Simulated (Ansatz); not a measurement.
Runs of Ansatz 0.2.0 on NaCl. The structure is cubic, space group Pm-3m (No. 221). The conventional cell has a = 3.502 Å, b = 3.502 Å, c = 3.502 Å, α = 90.00°, β = 90.00°, γ = 90.00°. Around Cl (site symmetry m-3m) lie 8 Na at 3.03 Å. Na (site symmetry m-3m) is surrounded by 8 Cl at 3.03 Å. Measurements of this composition are mostly on another form, of space group No. 225.

```csv
task,level,cell,smearing,gap on the mesh (eV),pressure (GPa),relaxed volume (Å³/atom)
relaxation of cell and atoms,BLYP+D3(BJ),relaxed,fermi-dirac 0.05 eV,4.36,0.0,19.62
relaxation of cell and atoms,BLYP+D4,relaxed,fermi-dirac 0.05 eV,4.06,0.0,(a)
single point,PBE,as given,gaussian 0.03 eV,3.98,0.1,-
single point,PBE,as given,gaussian 0.029 eV,3.98,0.1,-
```

Alike in all rows: potentials or basis Ansatz PAW; no spin polarisation; k mesh 8 × 8 × 8; cutoff (eV) 420.

Estimate the missing entries.

(a) 21.25.

Caveats: the plane-wave basis is chosen anew once the cell has moved, so the energies of steps on either side of that aren't comparable (some runs); the PAW data sets come from PBE, with cores solved anew for the run's functional, which leaves a small shift of forces and pressure (some runs).

A k mesh can miss the band edges.
